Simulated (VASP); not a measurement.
**Ag: work function with LDA**

The system is Ag, a slab with vacuum.

```
CELL_PARAMETERS angstrom
2.88924 0.00000 0.00000
-1.44462 2.50215 0.00000
0.00000 0.00000 32.15432
ATOMIC_POSITIONS crystal
Ag 0.00000 0.00000 0.27990
Ag 0.33333 0.66667 0.35327
Ag 0.66667 0.33333 0.42663
Ag 0.00000 0.00000 0.50000
Ag 0.33333 0.66667 0.57337
Ag 0.66667 0.33333 0.64673
Ag 0.00000 0.00000 0.72010
```

The cell was built by a generator and needn't be a form met in nature.

```
Program                : VASP 6.6.1
Task                   : work function
Functional             : LDA
Potentials or basis    : VASP PAW LDA potentials, release 64 (Ag)
Cutoff                 : 520 eV
k mesh                 : 12 × 12 × 1
Occupations            : fermi-dirac, width 0.05 eV
Spin                   : no spin polarisation
Further INCAR settings : ALGO = Normal; EDIFF = 1e-06
```

* Largest force: 0.340 eV/Å
* Band gap on the k mesh: none (metal or under the smearing width)

Forces on the atoms (eV/Å):
```
Ag   0.000  0.000  0.340
Ag   0.000  0.000  0.044
Ag   0.000  0.000 -0.035
Ag   0.000  0.000  0.000
Ag   0.000  0.000  0.035
Ag   0.000  0.000 -0.044
Ag   0.000  0.000 -0.340
```

Levels at points of the mesh, in eV from the Fermi level:
| k point | band 37 | band 38 | band 39 | band 40 | band 41 | band 42 |
| --- | --- | --- | --- | --- | --- | --- |
| (0.00, 0.00, 0.00) | -2.98 | -2.98 | -2.86 | -2.86 | -1.93 | -0.37 |
| (0.50, 0.00, 0.00) | 0.37 | 0.84 | 1.17 | 1.40 | 1.58 | 1.64 |

Run time: 3 min on 1 thread of Intel(R) Xeon(R) 6975P-C (Granite Rapids) (shared host), peak memory 0.35 GiB.
